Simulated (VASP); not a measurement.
# MoH5 (P-62m) in VASP: notebook

Aim: see how the results for MoH5 move with the level of theory and the settings. Levels: PBE, RPBE. Tasks: relaxation of cell and atoms, relaxation of the atoms.

Everything below comes from runs of VASP 6.6.1. Logs are shortened: lines on timing, memory, paths and dates and some standing lists are left out, and cuts for length are marked.

**1. The crystal as given**

It takes space group P-62m (No. 189, hexagonal). The conventional cell has a = 4.598 Å, b = 4.598 Å, c = 4.132 Å, α = 90.00°, β = 90.00°, γ = 120.00°. H (site symmetry m2m) has 10 H at 2.54 to 2.88 Å and 2 Mo at 2.65 Å as nearest neighbours. H (site symmetry -6) has 9 H at 2.54 to 2.65 Å and 3 Mo at 2.65 Å as nearest neighbours. Mo (site symmetry -62m) has 12 H at 2.65 Å as nearest neighbours.

The cell was built by a generator and needn't be a form met in nature.

**2. Relaxation of cell and atoms, PBE**

Input file INCAR:

```
SYSTEM = MoH5
PREC = Accurate ; ENCUT = 600
EDIFF = 1E-7 ; ISMEAR = 0
SIGMA = 0.05 ; LREAL = .False.
LASPH = .True. ; NELM = 60
ALGO = Normal ; ISIF = 3
LWAVE = .False. ; LCHARG = .False.
GGA = PE ; IBRION = 2
NSW = 60 ; EDIFFG = -0.005
```

Input file KPOINTS:

```
Automatic mesh
0
Gamma
  7 7 7
  0 0 0
```

Input file POSCAR:

```
MoH5
1.0
    4.5983792800      0.0000000000      0.0000000000
   -2.2991896400      3.9823132700      0.0000000000
    0.0000000000      0.0000000000      4.1320772500
H Mo
5 1
Direct
    0.0000000000      0.6383360000      0.0000000000
    0.6383360000      0.0000000000      0.0000000000
    0.3616640000      0.3616640000      0.0000000000
    0.6666666700      0.3333333300      0.5000000000
    0.3333333300      0.6666666700      0.5000000000
    0.0000000000      0.0000000000      0.5000000000
```

Potentials or basis: VASP PAW PBE potentials, release 64 (H, Mo_sv).

Started as:

```
$ cat potpaw_PBE.64/H/POTCAR potpaw_PBE.64/Mo_sv/POTCAR > POTCAR
$ mpirun -np 1 vasp_std > vasp.out
```

OUTCAR:

```text
SYSTEM = MoH5
   PREC = Accurate
   ENCUT = 600
   EDIFF = 1E-7
   ISMEAR = 0
   LREAL = .False.
   LASPH = .True.
   NELM = 60
   ISIF = 3
   GGA = PE
   IBRION = 2
   NSW = 60
   EDIFFG = -0.005

 ion  position               nearest neighbor table
   1  0.000  0.638  0.000-
   2  0.638  0.000  0.000-
   3  0.362  0.362  0.000-
   4  0.667  0.333  0.500-
   5  0.333  0.667  0.500-
   6  0.000  0.000  0.500-

  LATTYP: Found a hexagonal cell.
 ALAT       =     4.5983792800
 C/A-ratio  =     0.8985942652

  Lattice vectors:

 A1 = (   4.5983792800,   0.0000000000,   0.0000000000)
 A2 = (  -2.2991896400,   3.9823132700,   0.0000000000)
 A3 = (   0.0000000000,   0.0000000000,   4.1320772500)

Analysis of symmetry for initial positions (statically):
=====================================================================
 Subroutine PRICEL returns:
 Original cell was already a primitive cell.

 Routine SETGRP: Setting up the symmetry group for a
 hexagonal supercell.

 Subroutine GETGRP returns: Found 12 space group operations
 (whereof 12 operations were pure point group operations)
 out of a pool of 24 trial point group operations.

The static configuration has the point symmetry D_3h.

Analysis of symmetry for dynamics (positions and initial velocities):
=====================================================================
 Subroutine PRICEL returns:
 Original cell was already a primitive cell.

 Routine SETGRP: Setting up the symmetry group for a
 hexagonal supercell.

 Subroutine GETGRP returns: Found 12 space group operations
 (whereof 12 operations were pure point group operations)
 out of a pool of 24 trial point group operations.

The dynamic configuration has the point symmetry D_3h.

 Subroutine INISYM returns: Found 12 space group operations
 (whereof 12 operations are pure point group operations),
 and found     1 'primitive' translations

----------------------------------------------------------------------------------------

                                     Primitive cell

  volume of cell :      75.6674

  direct lattice vectors                    reciprocal lattice vectors
     4.598379280  0.000000000  0.000000000     0.217467925  0.125555165  0.000000000
    -2.299189640  3.982313270  0.000000000     0.000000000  0.251110330  0.000000000
     0.000000000  0.000000000  4.132077250     0.000000000  0.000000000  0.242009028

  length of vectors
     4.598379280  4.598379278  4.132077250     0.251110330  0.251110330  0.242009028

  position of ions in fractional coordinates (direct lattice)
     1.000000000  0.638336000  0.000000000
     0.638336000  0.000000000  0.000000000
     0.361664000  0.361664000  0.000000000
     0.666666670  0.333333330  0.500000000
     0.333333330  0.666666670  0.500000000
     0.000000000  0.000000000  0.500000000

  ion indices of the primitive-cell ions
   primitive index   ion index
                 1           1
                 2           2
                 3           3
                 4           4
                 5           5
                 6           6

----------------------------------------------------------------------------------------

 KPOINTS: Automatic mesh

Automatic generation of k-mesh.
 Grid dimensions read from file:
 generate k-points for:    7    7    7

 Generating k-lattice:

  Cartesian coordinates                     Fractional coordinates (reciprocal lattice)
     0.031066846  0.017936452  0.000000000     0.142857143 -0.000000000  0.000000000
     0.000000000  0.035872904  0.000000000     0.000000000  0.142857143  0.000000000
     0.000000000  0.000000000  0.034572718     0.000000000  0.000000000  0.142857143

  Length of vectors
     0.035872904  0.035872904  0.034572718

  Shift w.r.t. Gamma in fractional coordinates (k-lattice)
     0.000000000  0.000000000  0.000000000

 Subroutine IBZKPT returns following result:
 ===========================================

 Found     32 irreducible k-points:

 Following reciprocal coordinates:
            Coordinates               Weight
  0.000000  0.000000  0.000000      1.000000
  0.142857 -0.000000  0.000000      6.000000
  0.285714 -0.000000  0.000000      6.000000
  0.428571 -0.000000  0.000000      6.000000
  0.142857  0.142857  0.000000      6.000000
  0.285714  0.142857  0.000000     12.000000
[... 16 lines left out ...]
  0.428571  0.142857  0.285714     12.000000
  0.285714  0.285714  0.285714     12.000000
 [... further k-points ...]
   k-points           NKPTS =     32   k-points in BZ     NKDIM =     32   number of bands    NBANDS=     13
   number of dos      NEDOS =    301   number of ions     NIONS =      6
   total plane-waves  NPLWV =  57600
   dimension x,y,z NGX =    40 NGY =   40 NGZ =   36
   dimension x,y,z NGXF=    80 NGYF=   80 NGZF=   72
   ions per type =               5   1
   NGX,Y,Z   is equivalent  to a cutoff of  14.46, 14.46, 14.48 a.u.
   NGXF,Y,Z  is equivalent  to a cutoff of  28.92, 28.92, 28.97 a.u.
 SYSTEM =  MoH5
   PREC   = accura    normal or accurate (medium, high low for compatibility)
   ISTART =      0    job   : 0-new  1-cont  2-samecut
   ICHARG =      2    charge: 1-file 2-atom 10-const
   ISPIN  =      1    spin polarized calculation?
   LNONCOLLINEAR =      F non collinear calculations
   LSORBIT =      F    spin-orbit coupling
   LASPH  =      T    aspherical Exc in radial PAW
   ENCUT  =  600.0 eV  44.10 Ry    6.64 a.u.   9.18  9.18  8.25*2*pi/ulx,y,z
   NELM   =     60;   NELMIN=  2; NELMDL= -5     # of ELM steps
   EDIFF  = 0.1E-06   stopping-criterion for ELM
   LREAL  =      F    real-space projection
   EDIFFG = -.5E-02   stopping-criterion for IOM
   NSW    =     60    number of steps for IOM
   IBRION =      2    ionic relax: 0-MD 1-quasi-New 2-CG
   NFREE  =      1    steps in history (QN), initial steepest desc. (CG)
   ISIF   =      3    stress and relaxation
   ISYM   =      2    0-nonsym 1-usesym 2-fastsym
   POTIM  = 0.5000    time-step for ionic-motion
   TEBEG  =    0.0;   TEEND  =   0.0 temperature during run
   PSTRESS=    0.0 pullay stress
   NELECT =      19.0000    total number of electrons
   NUPDOWN=      -1.0000    fix difference up-down
   EMIN   =  10.00;   EMAX   =-10.00  energy-range for DOS
   EFERMI =   0.00;   METHOD = LEGACY
   ISMEAR =     0;   SIGMA  =   0.05  broadening in eV -4-tet -1-fermi 0-gaus
   EFERMI_NEDOS =   21; number of points for ismear=-14 and -15
   IALGO  =     38    algorithm
   IMIX   =      4    mixing-type and parameters
     AMIX     =   0.40;   BMIX     =  1.00
     AMIX_MAG =   1.60;   BMIX_MAG =  1.00
  volume/ion in A,a.u.               =      12.61        85.10
  Fermi-wavevector in a.u.,A,eV,Ry     =   1.032816  1.951740 14.513468  1.066710
  Thomas-Fermi vector in A             =   2.167033
   LORBIT       =      0    0 simple, 1 ext, 2 COOP (PROOUT), +10 PAW based schemes
   GGA     = PE    functional components
   LHFCALC =     F    Hartree Fock is set to
   AEXX    =    0.0000 exact exchange contribution
   IVDW    =     0    specifies the selected vdW correction
   LEPSILON=     F    determine dielectric tensor
   LRPA    =     F    only Hartree local field effects (RPA)
 conjugate gradient relaxation of ions
 non-spin polarized calculation
 Gauss-broadening in eV      SIGMA  =   0.05
  energy-cutoff  :      600.00
  volume of cell :       75.67
 maximum number of plane-waves:      2537
 NGX is ok and might be reduce to    40
   NGX = 19   NGY = 19   NGZ = 17

--------------------------------------- Ionic step        1  -------------------------------------------

 number of electron      18.9999999 magnetization

 Free energy of the ion-electron system (eV)
  ---------------------------------------------------
  ext. energy  EPLUGINS =         0.00000000
  ---------------------------------------------------
  free energy    TOTEN  =       -17.21283093 eV

  energy without entropy =      -17.20404299  energy(sigma->0) =      -17.20843696

 E-fermi :  -0.0701     XC(G=0):  -8.3703

 val. band max:       -0.0824724242   @ k =   0.4286   0.1429   0.0000
 cond. band min:      -0.0668179407   @ k =   0.2857   0.1429   0.0000
 fundamental gap:      0.0156544834
 Fermi energy:        -0.0700937068

 k-point     1 :       0.0000    0.0000    0.0000
  band No.  band energies     occupation
      1     -61.7286      2.00000
      2     -35.7285      2.00000
      3     -35.6788      2.00000
      4     -35.6788      2.00000
      5      -6.0978      2.00000
      6      -2.2072      2.00000
      7      -1.0502      2.00000
      8      -1.0502      2.00000
      9      -0.0001      0.04769
     10      -0.0001      0.04769
     11       0.1162      0.00000
     12       1.1953      0.00000
[... 1649 lines left out ...]
 k-point    24 :       0.2857    0.2857    0.2857
  band No.  band energies     occupation
      1     -57.9238      2.00000
      2     -31.9544      2.00000
      3     -31.9247      2.00000
      4     -31.9154      2.00000
      5      -2.2529      2.00000
      6      -1.4943      2.00000
      7       0.3417      2.00000
      8       0.8041      2.00000
      9       1.1213      2.00000
     10       4.0448      0.00000
     11       4.6211      0.00000
     12       5.5395      0.00000
     13       6.7297      0.00000

 [... further k-points ...]

[... ionic steps 4 to 14 ...]

--------------------------------------- Ionic step       15  -------------------------------------------

 number of electron      19.0000000 magnetization

------------------------ aborting loop because EDIFF is reached ----------------------------------------

  FORCE on cell =-STRESS in cart. coord.  units (eV):
  Direction    XX          YY          ZZ          XY          YZ          ZX
  --------------------------------------------------------------------------------------
  -------------------------------------------------------------------------------------
  Total       -0.0292458     -0.0292458      0.0734249      0.0000000     -0.0000000      0.0000000
  in kB       -1.4736333     -1.4736333      3.6997259      0.0000000     -0.0000000      0.0000000
  external PRESSURE =       0.2508197 kB  Pullay stress =       0.0000000 kB
[... 65 lines left out ...]
  energy  without entropy=      -25.9987974281  energy(sigma->0) =      -25.99952089

--------------------------------------- Ionic step       17  -------------------------------------------

 number of electron      19.0000000 magnetization

 Free energy of the ion-electron system (eV)
  ---------------------------------------------------
  ext. energy  EPLUGINS =         0.00000000
  ---------------------------------------------------
  free energy    TOTEN  =       -26.00028087 eV

  energy without entropy =      -25.99884482  energy(sigma->0) =      -25.99956284

 E-fermi :   7.3334     XC(G=0): -11.7894

 val. band max:        7.2964093838   @ k =   0.2857   0.1429   0.0000
 cond. band min:       7.3400551584   @ k =   0.1429  -0.0000   0.0000
 fundamental gap:      0.0436457746
 Fermi energy:         7.3333927405

 k-point     1 :       0.0000    0.0000    0.0000
  band No.  band energies     occupation
      1     -54.2101      2.00000
      2     -28.2432      2.00000
      3     -28.2425      2.00000
      4     -28.2425      2.00000
      5      -5.0175      2.00000
      6       0.2397      2.00000
      7       4.4033      2.00000
      8       4.4033      2.00000
      9       6.9499      2.00000
     10       7.6808      0.00000
     11       7.6808      0.00000
     12       9.6650      0.00000
[... 402 lines left out ...]
  FREE ENERGIE OF THE ION-ELECTRON SYSTEM (eV)
  ---------------------------------------------------
  free  energy   TOTEN  =       -26.0002808669 eV

  energy  without entropy=      -25.9988448180  energy(sigma->0) =      -25.99956284

 reached required accuracy - stopping structural energy minimisation
```

Wall time 8.5 min (1 thread of AMD EPYC 7R13 (Zen 3), shared host); peak memory 0.26 GiB.

Results:

- Free energy: -26.0003 eV
- Relaxed volume: 5.30 Å³/atom
- Relaxed cell: a = 3.430 Å, b = 3.430 Å, c = 3.123 Å, α = 90.00°, β = 90.00°, γ = 120.00°
- Space group after relaxing (to 0.05 Å): P-62m (No. 189)
- Energy gained by relaxing: 1464.6 meV/atom
- Ionic steps: 17
- Pressure after relaxing: 0.0 GPa
- Band gap on the k mesh: none (metal or under the smearing width)

The path:
```tsv
step	energy change (eV)	largest force (eV/Å)	pressure (GPa)	volume (Å³)
1	0.0000	1.4146	-26.93	75.67
2	-4.3281	1.5793	-33.83	54.74
3	7.3114	7.7910	522.88	15.55
4	-6.1904	1.6265	-33.78	45.17
5	-8.2878	0.3511	25.50	27.80
6	-8.4532	1.0319	-7.74	32.29
7	-8.5039	0.8474	1.02	30.75
8	-8.4961	0.7574	5.39	30.11
9	-8.6562	0.4597	7.27	30.00
10	-8.7164	0.0599	11.11	29.77
11	-8.7243	0.0723	10.04	29.83
12	-8.7739	0.1937	-2.83	32.06
13	-8.7776	0.1688	-0.35	31.56
14	-8.7870	0.0458	-0.06	31.75
15	-8.7873	0.0175	0.03	31.80
16	-8.7874	0.0082	0.01	31.81
17	-8.7874	0.0006	0.00	31.82
```

Final structure:
```xyz
6
Lattice="3.4297 0.0000 0.0000 -1.7149 2.9702 0.0000 0.0000 0.0000 3.1233" Properties=species:S:1:pos:R:3 pbc="T T T"
H    -1.2127    2.1005    0.0000
H     2.4255    0.0000    0.0000
H     0.5021    0.8697    0.0000
H     1.7149    0.9901    1.5617
H     0.0000    1.9802    1.5617
Mo    0.0000    0.0000    1.5617
```

Caveat: the volume moved by over 15 % at a fixed basis, so the end points are rough.

[end of part 1 of 2]
